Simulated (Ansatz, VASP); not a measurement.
## Ag: VASP beside Ansatz

File INCAR:

```
SYSTEM = Ag
PREC = Accurate ; ENCUT = 600
EDIFF = 1E-6 ; ISMEAR = 0
SIGMA = 0.1 ; LREAL = .False.
LASPH = .True. ; NELM = 100
ALGO = Normal ; ISIF = 3
LWAVE = .False. ; LCHARG = .False.
GGA = PE ; IVDW = 12
IBRION = 2 ; NSW = 100
EDIFFG = -0.005
```

KPOINTS

```
regular mesh
0
Gamma
  18 18 18
  0 0 0
```

POSCAR

```
Ag
1.0
    0.0000000000      2.0431000000      2.0431000000
    2.0431000000      0.0000000000      2.0431000000
    2.0431000000      2.0431000000      0.0000000000
Ag
1
Direct
    0.0000000000      0.0000000000      0.0000000000
```

Input for Ansatz:

```yaml
crystal:
  lattice:
    - [0.0, 2.0431, 2.0431]
    - [2.0431, 0.0, 2.0431]
    - [2.0431, 2.0431, 0.0]
  atoms:
    - { symbol: Ag, position: [0.0, 0.0, 0.0] }
basis:
  ecutwfc: 420
kpoints:
  mp_grid: { grid: [18, 18, 18] }
hamiltonian:
  xc: pbe
  dispersion: d3bj
scf:
  occupations: { method: gaussian, width: 0.1 }
output:
  forces: true
  stress: true
  eigenvalues: true
relax:
  adjacent_minimum: "off"
  f_tol: 0.005
  max_steps: 80
  cell: { stress_tol: 0.05 }
```

Alike in both runs: task relaxation of cell and atoms; functional PBE; dispersion D3(BJ); k mesh 18 × 18 × 18; occupations gaussian, width 0.1 eV; no spin polarisation.

|  | VASP | Ansatz |
| --- | --- | --- |
| version | VASP 6.6.1 | Ansatz 0.2.0 |
| potentials or method | VASP PAW PBE potentials, release 64 (Ag) | scalar-relativistic, plane waves, PAW |
| plane-wave cutoff (eV) | 600 | 420 |
| valence electrons in the cell | 11 | 19 |

|  | VASP | Ansatz | Ansatz less VASP |
| --- | --- | --- | --- |
| gap on the k mesh at the Fermi level, each at its own relaxed structure (eV) | none | none | - |
| relaxed volume (Å³/atom) | 16.86 | 16.90 | +0.034 |
| relaxed cell length with the largest relative difference (Å) | 2.878 | 2.880 | +0.0019 |

A gap of «none» marks a metal or a gap that the smearing closes. The two sets of potentials don't hold the same shells in valence.

Caveats: pairwise dispersion overbinds metals, which lowers pressure and volume.
